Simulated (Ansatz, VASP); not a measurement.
**Two plane-wave programs on MnO2**

```
Mn O
1.0
     2.85658    0.00000    0.00000
    -1.42829    2.47387    0.00000
     0.00000    0.00000    4.60137
Mn O
1 2
Direct
  0.97175 0.98616 0.50509
  0.34615 0.66772 0.70444
  0.68623 0.33476 0.30771
```

Change from the starting cell: atoms moved at random, drawn with an rms of 0.05 Å.

Alike in both runs: task single point; functional PBE; k mesh 11 × 11 × 6; occupations fermi-dirac, width 0.05 eV; collinear spin, ferromagnetic start.

|  | VASP | Ansatz |
| --- | --- | --- |
| version | VASP 6.6.1 | Ansatz 0.2.0 |
| potentials or method | VASP PAW PBE potentials, release 64 (Mn_pv, O) | Ansatz PAW |
| plane-wave cutoff (eV) | 520 | 420 |
| valence electrons in the cell | 25 | 27 |

Ansatz gave:

* gap on the k mesh at the Fermi level (eV): 0.71
* least direct gap on the mesh (eV): 0.71
* pressure (GPa): 12.1
* largest component of the traceless stress (GPa): 1.04
* rms of the force components (eV/Å): 0.902
* net moment per atom (μB): 1.00
* size of the moment on the site where the two differ most (μB): 2.38

Q: What did VASP give for the same quantities?

A: gap on the k mesh at the Fermi level (eV): 0.67; least direct gap on the mesh (eV): 0.68; pressure (GPa): 13.2; largest component of the traceless stress (GPa): 1.08; rms of the force components (eV/Å): 0.949; net moment per atom (μB): 1.00; size of the moment on the site where the two differ most (μB): 2.80.

Site moments also hang on the region over which each program counts them. Atom by atom the forces differ by 0.052 eV/Å (rms over components). The two sets of potentials don't hold the same shells in valence.

Caveats: a cell with one magnetic atom can't hold antiferromagnetic order, which such compounds often take; an odd mesh through Γ misses points on the zone boundary, where band edges often lie (VASP); odd divisions of the mesh miss points on the zone boundary, where band edges often lie, so the gap on the mesh can be too wide (Ansatz); the pressure holds a Pulay correction of +0.8 GPa for the finite cutoff (Ansatz).
